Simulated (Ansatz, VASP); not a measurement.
## CdTe: VASP beside Ansatz

```
CELL_PARAMETERS angstrom
0.00000 3.39343 3.39343
3.39343 0.00000 3.39343
3.39343 3.39343 0.00000
ATOMIC_POSITIONS crystal
Cd 0.00000 0.00000 0.00000
Te 0.25000 0.25000 0.25000
```

The cell was built by a generator and isn't the measured one.

Alike in both runs: task single point; functional PBE; k mesh 4 × 4 × 4; occupations gaussian, width 0.05 eV; no spin polarisation.

|  | VASP | Ansatz |
| --- | --- | --- |
| version | VASP 6.6.1 | Ansatz 0.2.0 |
| potentials or method | VASP PAW PBE potentials, release 64 (Cd, Te) | scalar-relativistic, plane waves, PAW |
| plane-wave cutoff (eV) | 520 | 420 |
| valence electrons in the cell | 18 | 36 |

Ansatz gave:

* gap on the k mesh at the Fermi level (eV): 0.35
* least direct gap on the mesh (eV): 0.35
* pressure (GPa): -2.1

Q: Which values does VASP return?

A: gap on the k mesh at the Fermi level (eV): 0.35; least direct gap on the mesh (eV): 0.35; pressure (GPa): -2.0.

The two sets of potentials don't hold the same shells in valence.

Caveats: spin-orbit coupling is left out, which moves the levels of the heavy elements.
